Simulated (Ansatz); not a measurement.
# Cobalt, dhcp under PBE: structure, energy and stiffness, part 1 of 3

Aim: take cobalt in the dhcp structure, relax it, solve it on a dense k-mesh, then scale the cell to 7 volumes from 88 to 112 % of the relaxed one and try a fit of the equation of state. The start is ferromagnetic. The k-meshes are 14×14×4 for the relaxation; 19×19×5 for the dense run; 16×16×5 for the volumes.

Program: Ansatz 0.2.0. Level of theory: DFT PBE, plane waves (420 eV) with PAW, scalar-relativistic. These are calculated values, not measurements.

### 1 The structure to begin with

The structure is hexagonal, space group P6_3/mmc (No. 194). Conventional cell: a = 2.502 Å, b = 2.502 Å, c = 8.171 Å, α = 90.00°, β = 90.00°, γ = 120.00°. Co (site symmetry -3m) is surrounded by 12 Co at 2.50 Å. Co (site symmetry -6m2) is surrounded by 12 Co at 2.50 Å.

As a file:

```
CELL_PARAMETERS angstrom
2.50188 0.00000 0.00000
-1.25094 2.16670 0.00000
0.00000 0.00000 8.17115
ATOMIC_POSITIONS crystal
Co 0.00000 0.00000 0.00000
Co 0.00000 0.00000 0.50000
Co 0.33333 0.66667 0.25000
Co 0.66667 0.33333 0.75000
```

The atoms start with moments of +1.7 ×4 μB.

### 2 Relaxing cell and atoms

The input, input.yaml:

```yaml
crystal:
  lattice:
    - [2.5018845205, 0.0, 0.0]
    - [-1.2509422603, 2.1666955521, 0.0]
    - [0.0, 0.0, 8.1711548441]
  atoms:
    - { symbol: Co, position: [0.0, 0.0, 0.0], spin: 1.7 }
    - { symbol: Co, position: [0.0, 0.0, 0.5], spin: 1.7 }
    - { symbol: Co, position: [0.3333333333, 0.6666666667, 0.25], spin: 1.7 }
    - { symbol: Co, position: [0.6666666667, 0.3333333333, 0.75], spin: 1.7 }
hamiltonian:
  xc: pbe
  pseudopotentials:
    kind: paw
    azcp:
      Co: "pseudopotentials/Co.paw.azcp"
basis:
  ecutwfc: 420
  fft_grid_basis: typed
kpoints:
  mp_grid: { grid: [14, 14, 4], shift: [0, 0, 0] }
magnetization:
  spin_polarized: true
scf:
  occupations: { method: fermi_dirac, width: 0.05 }
relax:
  max_steps: 60
  f_tol: 0.01
  cell: {}
```

Started as:

```sh
> ansatz run input.yaml --threads 1 --pin off --max-ram 3584MiB --backend cpu --events-out ev --progress --plain --runs-dir out
```

The log of the run:

```text
Engine: ansatz 0.2.0, x86_64-unknown-linux-gnu
Pseudopotentials: kind: paw
Pseudopotential: Co, paw, valence charge 17, recommended cutoff 420 eV (normal), <dir>
Functional definition: PBE
  parameter kappa = 0.804
  parameter beta = 0.06672455060314922
  exchange = pbe_x(kappa = kappa, mu = beta*pi^2/3)
  correlation = pbe_c(beta = beta)
Crystal: 4 atoms, lattice volume = 44.294 Å³
Basis set: ecut = 420 eV, 861 PW (Γ), exchange–correlation on 36×36×120 points (8 copies of the dense FFT grid, shifted against one another)
Bands: 45, of which v1, the nominal top of the filled ones, is band 34 counted from 1 (33 counted from 0)
Symmetry: 24 space group operations
Space group: P63/mmc (ITA 194), of the structure as read, at distance tolerance 3.5e-5 Å
Magnetic group: BNS 194.263 (UNI 1493), of the structure as read, at distance tolerance 3.5e-5 Å
k-points: 72 of 784
Non-local potential: Co, projectors of the file, l = 0: 3, l = 1: 2, l = 2: 3, l = 3: 1
PAW form: soft (Blöchl's): semilocal exchange-correlation on the pseudo side does not see the compensation charge
PAW one-centre angular grid: Co, 590 points (default); XC on 64 Gauss nodes
Initial density: superposition of atomic densities (chi_scale 0.1, normalization cell)
Starting moments: Σ|m| = 6.8 μB on 4 of 4 sites
Initial wavefunctions: pseudopotential atomic-orbital guess
Functional: x = pbe(κ = 0.804, μ = 0.2195149727645171), c = pbe(β = 0.06672455060314922)
SCF iter   1: F=—  HF=-20503.269603 eV  |F-HF|=—  |Δ(HF+E_count)|=         —  Δρ=1.02e-1 (↑2.65e-2 ↓1.02e-1)  dr2=4.20e0  dr2_m=6.03e-1  M=6.694 μB ∫|m|=6.936 μB  β_m=0.30  ethr=3.10e-3  ⟨swp⟩=5.8  Hψ=21294  notcnv=0  defer=9
Mixer restart at iter 1: flushing history
preconditioner: auto → Kerker (q_TF=auto, 2.930 Å⁻¹)  [metal: Δε(μ)=0.007 eV  Ē_g=8.215 eV  σ=0.050 eV  W_gap=0.03  n_scr=12 (ndim 8)  ℏωp=33.5 eV  f_vac=0.000  D(μ)=4.24/eV (n_scr^D=52)]
spin=Collinear: Kerker preconditioning applied to the charge; magnetization (m = ρ↑ − ρ↓) channel mixes plain (no charge-response kernel on spin).
SCF iter   2: F=—  HF=-20502.001532 eV  |F-HF|=—  |Δ(HF+E_count)|=    1.27e0  Δρ=4.84e-2 (↑2.47e-2 ↓4.84e-2)  dr2=2.73e-1  dr2_m=5.18e-1  M=6.795 μB ∫|m|=7.114 μB  β_m=0.39  ethr=3.10e-3  ⟨swp⟩=2.3  Hψ=10666  notcnv=0  defer=347
SCF iter   3: F=—  HF=-20503.367854 eV  |F-HF|=—  |Δ(HF+E_count)|=         —  Δρ=3.51e-2 (↑3.51e-2 ↓2.38e-2)  dr2=3.06e-2  dr2_m=3.42e-1  M=6.955 μB ∫|m|=7.402 μB  β_m=0.39  ethr=4.02e-4  ⟨swp⟩=2.7  Hψ=10136  notcnv=0  defer=351
Mixer restart at iter 3: flushing history
SCF iter   4: F=—  HF=-20503.973166 eV  |F-HF|=—  |Δ(HF+E_count)|=   6.05e-1  Δρ=2.39e-2 (↑2.39e-2 ↓1.14e-2)  dr2=4.02e-2  dr2_m=1.22e-1  M=6.894 μB ∫|m|=7.391 μB  β_m=0.69  ethr=4.50e-5  ⟨swp⟩=2.3  Hψ=11156  notcnv=0  defer=351
SCF iter   5: F=—  HF=-20504.582120 eV  |F-HF|=—  |Δ(HF+E_count)|=   6.09e-1  Δρ=6.67e-3 (↑3.49e-3 ↓6.67e-3)  dr2=3.10e-2  dr2_m=3.15e-3  M=6.709 μB ∫|m|=7.321 μB  β_m=0.85  ethr=4.50e-5  ⟨swp⟩=2.5  Hψ=13031  notcnv=0  defer=352
SCF iter   6: F=—  HF=-20504.589430 eV  |F-HF|=—  |Δ(HF+E_count)|=   7.31e-3  Δρ=1.68e-3 (↑1.51e-3 ↓1.68e-3)  dr2=1.95e-3  dr2_m=6.94e-5  M=6.670 μB ∫|m|=7.302 μB  β_m=0.84  ethr=4.50e-5  ⟨swp⟩=2.1  Hψ=10219  notcnv=0  defer=331
SCF iter   7: F=—  HF=-20504.589667 eV  |F-HF|=—  |Δ(HF+E_count)|=   2.37e-4  Δρ=1.37e-3 (↑1.34e-3 ↓1.37e-3)  dr2=2.00e-3  dr2_m=6.35e-5  M=6.665 μB ∫|m|=7.302 μB  β_m=0.73  ethr=2.87e-6  ⟨swp⟩=2.0  Hψ=12176  notcnv=0  defer=334
SCF iter   8: F=—  HF=-20504.589481 eV  |F-HF|=—  |Δ(HF+E_count)|=   1.86e-4  Δρ=3.57e-4 (↑2.84e-4 ↓3.57e-4)  dr2=9.38e-5  dr2_m=6.74e-6  M=6.660 μB ∫|m|=7.302 μB  β_m=0.70  ethr=2.87e-6  ⟨swp⟩=2.0  Hψ=9519  notcnv=0  defer=327
SCF iter   9: F=—  HF=-20504.589519 eV  |F-HF|=—  |Δ(HF+E_count)|=   3.84e-5  Δρ=3.43e-4 (↑3.43e-4 ↓2.20e-4)  dr2=6.72e-5  dr2_m=2.39e-6  M=6.661 μB ∫|m|=7.303 μB  β_m=0.65  ethr=1.38e-7  ⟨swp⟩=2.0  Hψ=8703  notcnv=0  defer=327
SCF iter  10: F=—  HF=-20504.589538 eV  |F-HF|=—  |Δ(HF+E_count)|=   1.84e-5  Δρ=7.03e-5 (↑6.25e-5 ↓7.03e-5)  dr2=5.41e-6  dr2_m=9.60e-8  M=6.663 μB ∫|m|=7.304 μB  β_m=0.74  ethr=9.88e-8  ⟨swp⟩=2.6  Hψ=11352  notcnv=0  defer=327
SCF iter  11: F=—  HF=-20504.589539 eV  |F-HF|=—  |Δ(HF+E_count)|=   9.95e-7  Δρ=5.37e-5 (↑1.70e-5 ↓5.37e-5)  dr2=1.28e-6  dr2_m=1.98e-7  M=6.662 μB ∫|m|=7.304 μB  β_m=0.87  ethr=7.96e-9  ⟨swp⟩=2.0  Hψ=8861  notcnv=0  defer=327
SCF iter  12: F=—  HF=-20504.589539 eV  |F-HF|=—  |Δ(HF+E_count)|=   2.63e-7  Δρ=2.12e-5 (↑1.58e-5 ↓2.12e-5)  dr2=4.31e-7  dr2_m=5.29e-9  M=6.662 μB ∫|m|=7.304 μB  β_m=0.80  ethr=1.89e-9  ⟨swp⟩=2.2  Hψ=8459  notcnv=0  defer=327
SCF iter  13: F=—  HF=-20504.589539 eV  |F-HF|=—  |Δ(HF+E_count)|=   9.30e-8  Δρ=9.94e-6 (↑2.72e-6 ↓9.94e-6)  dr2=3.63e-8  dr2_m=7.30e-9  M=6.662 μB ∫|m|=7.304 μB  β_m=0.90  ethr=6.34e-10  ⟨swp⟩=2.0  Hψ=8758  notcnv=0  defer=327
SCF iter  14: F=—  HF=-20504.589539 eV  |F-HF|=—  |Δ(HF+E_count)|=   1.38e-8  Δρ=1.52e-5 (↑3.24e-6 ↓1.52e-5)  dr2=1.31e-7  dr2_m=1.50e-8  M=6.662 μB ∫|m|=7.304 μB  β_m=0.95  ethr=5.34e-11  ⟨swp⟩=1.1  Hψ=6521  notcnv=0  defer=327
SCF iter  15: F=-20504.589539 eV  HF=-20504.589539 eV  |F-HF|=7.42e-10  |Δ(HF+E_count)|=   4.51e-9  Δρ=1.33e-6 (↑3.11e-7 ↓1.33e-6)  dr2=9.10e-10  dr2_m=1.46e-10  M=6.662 μB ∫|m|=7.304 μB  ethr=5.34e-11  ⟨swp⟩=1.9  Hψ=15974  notcnv=0
SCF 1 converged in 15 iterations: F = -20504.589539 eV  dr2 = 9.10e-10
relax step   1: F+E_penalty+E_count = -20504.58953904 eV  Δ(F+E_penalty+E_count) = +0.000e0 eV  max|allowed force component| = 2.313e-17 eV/Å  Δτ_max = 0.0000 Å  P = -3.162 GPa  Ω = 44.294 Å³  (15 SCF iters, dr2 threshold 1.00e-7 eV, accepted)
[... 17 lines left out ...]
relax step   2: F+E_penalty+E_count = -20504.59667437 eV  Δ(F+E_penalty+E_count) = -7.135e-3 eV  max|allowed force component| = 9.830e-18 eV/Å  Δτ_max = 0.0000 Å  P = -1.530 GPa  Ω = 43.915 Å³  energy of the carried Pulay correction = +4.313e-4 eV  (9 SCF iters, dr2 threshold 4.00e-7 eV, accepted)
[... 15 lines left out ...]
relax step   3: F+E_penalty+E_count = -20504.59930982 eV  Δ(F+E_penalty+E_count) = -2.635e-3 eV  max|allowed force component| = 9.252e-18 eV/Å  Δτ_max = 0.0000 Å  P = +0.081 GPa  Ω = 43.557 Å³  energy of the carried Pulay correction = +8.416e-4 eV  (10 SCF iters, dr2 threshold 4.00e-7 eV, accepted)
[... 11 lines left out ...]
relax step   4: F+E_penalty+E_count = -20504.59929460 eV  Δ(F+E_penalty+E_count) = +1.522e-5 eV  max|allowed force component| = 1.388e-17 eV/Å  Δτ_max = 0.0000 Å  P = -0.001 GPa  Ω = 43.575 Å³  energy of the carried Pulay correction = +8.211e-4 eV  (7 SCF iters, dr2 threshold 3.28e-8 eV, accepted)
[... 14 lines left out ...]
relax step   5: F+E_penalty+E_count = -20504.59857494 eV  Δ(F+E_penalty+E_count) = +7.197e-4 eV  max|allowed force component| = 1.388e-17 eV/Å  Δτ_max = 0.0000 Å  P = -0.023 GPa  Ω = 43.575 Å³  stress off target by 2.86e-2 GPa  SCF on the basis re-selected at this cell (its energy is not comparable with the rows above)  (10 SCF iters)
basis re-selected at this cell: Δ(F+E_penalty+E_count) = +7.197e-4 eV, ΔP = -0.022 GPa vs the last step (what re-selecting the basis moved, of the pressure what is left beyond the Pulay correction that the steps carried, after the strain that the cell walked since its last selection, with what the two solves' SCF thresholds leave and, on support functions, any second-order correction that the steps lacked; it is no measure of the basis error at this ecutwfc). This SCF's stress stands 2.86e-2 GPa from its target on what of the cell is left free (relax.cell.stress_tol is 5.00e-2 GPa) and its largest allowed force component is 1.39e-17 eV/Å (relax.f_tol is 1.00e-2 eV/Å): within both
SCF converged after 10 iterations
Magnetization: 6.5658 μB (37.2829 up, 30.7171 down)
Absolute magnetization: 7.2011 μB (∫|ρ↑−ρ↓|, with the PAW one-centre terms)
Spin contamination: 0.1112 ħ² per cell (⟨S²⟩ above its minimum at these occupations)
Per-site moments (μB) at R_I (Å): [(1.7038994026864576, 1.023585959537182), (1.703899402686456, 1.0235859595371817), (1.7244911775193714, 1.023585959537182), (1.7244911775193712, 1.0235859595371817)]
Free energy (F): -20504.598575 eV
Harris-Foulkes:  -20504.598575 eV  (|F-HF|=2.18e-11)
Internal energy: -20504.567215 eV  (E = F + TS)
E sigma→0 (E₀):  -20504.582895 eV
Entropy (-TS):   -0.031359 eV (-7.840 meV/atom)
Fermi energy:    18.671836 eV
--- Per-component energies (eV) ---
  E_band       = -981.836192
  E_kinetic    = 1813.938039
  E_local      = -11351.687932  (includes V_loc(G=0)·N_el)
  E_nonlocal   = 1816.389190
  E_hartree    = 4756.880181
  E_xc         = -635.905165
  E_vxc        = -820.585216  (∫ρ·V_xc dr)
  E_paw        = -6060.421774  (= ΣΔE_a)
  E_vpaw       = -1953.650891  (= ΣTr[D̂ρ^β])
  E_aug_tail   = 0.000334  (compensation charges beyond the density's cutoff)
  E_ewald      = -10843.760088
  E_smearing   = -0.031359  (= −TS)
  E_closure    = -0.000000  (closes the sum)
  Σ components = -20504.598575   (vs F -20504.598575, Δ=0.00e0)
--- Forces (eV/Å), atoms counted from 1 ---
  atom   1  Co    -0.00000000     0.00000000     0.00000000
  atom   2  Co     0.00000000     0.00000000     0.00000000
  atom   3  Co    -0.00000000    -0.00000000     0.00000000
  atom   4  Co     0.00000000     0.00000000     0.00000000
  max |Σ_I F_I| component: 6.55e-32 eV/Å
--- Stress (GPa, compression-positive) ---
       -0.020516       0.000000       0.000000
        0.000000      -0.020516       0.000000
        0.000000       0.000000      -0.028570
  P = ⅓ Tr σ = -0.0232 GPa (-0.232 kbar)
--- Relaxed structure (4 steps of the walk, 4 accepted, 1 SCFs on fresh bases) ---
  F+E_penalty+E_count = -20504.59857494 eV   max|allowed force component| = 1.388e-17 eV/Å   (the final SCF, on the basis selected at the relaxed cell)
  cell:  # Å, volume = 43.5750 Å³
    - [2.495176557153782, 2.8790099111595454e-11, 0.0]
    - [-1.247588278601824, 2.1608862854081745, 0.0]
    - [0.0, 0.0, 8.081728251056697]
  atoms:
    - { symbol: Co, position: [-9.609135264437878e-37, 1.2962817193545063e-35, -1.3503566937892068e-36] }
    - { symbol: Co, position: [1.339129361795189e-35, 2.222197233159117e-35, 0.5] }
    - { symbol: Co, position: [0.3333333333333332, 0.6666666666666666, 0.25] }
    - { symbol: Co, position: [0.6666666666666667, 0.3333333333333333, 0.7499999999999999] }
```

Run time: 2.8 min. Hardware: 1 thread of Intel Xeon Platinum 8259CL at 2.50GHz (Skylake/Cascade Lake), shared host; peak memory 0.61 GiB.

The steps of the relaxation:

| step | energy change (meV/atom) | largest force (eV/Å) | pressure (GPa) | volume (Å³/atom) |
| --- | --- | --- | --- | --- |
| 1 | 0.00 | 0.0000 | -3.16 | 11.074 |
| 2 | -1.78 | 0.0000 | -1.53 | 10.979 |
| 3 | -2.44 | 0.0000 | 0.08 | 10.889 |
| 4 | -2.44 | 0.0000 | 0.00 | 10.894 |
| 5 | -2.26 | 0.0000 | -0.02 | 10.894 |

Steps that repeat a cell are solved on a basis chosen anew, so their changes of energy are no gain of the relaxation.

The cell of the run, before and after:

|  | before | after | change |
| --- | --- | --- | --- |
| a (Å) | 2.502 | 2.495 | -0.3 % |
| b (Å) | 2.502 | 2.495 | -0.3 % |
| c (Å) | 8.171 | 8.082 | -1.1 % |
| volume (Å³/atom) | 11.074 | 10.894 | -1.6 % |
| shortest distance (Å) | 2.502 | 2.481 | -0.8 % |
| space group (spins left aside) | P6_3/mmc | P6_3/mmc | same |

(Continued in part 2 of 3.)
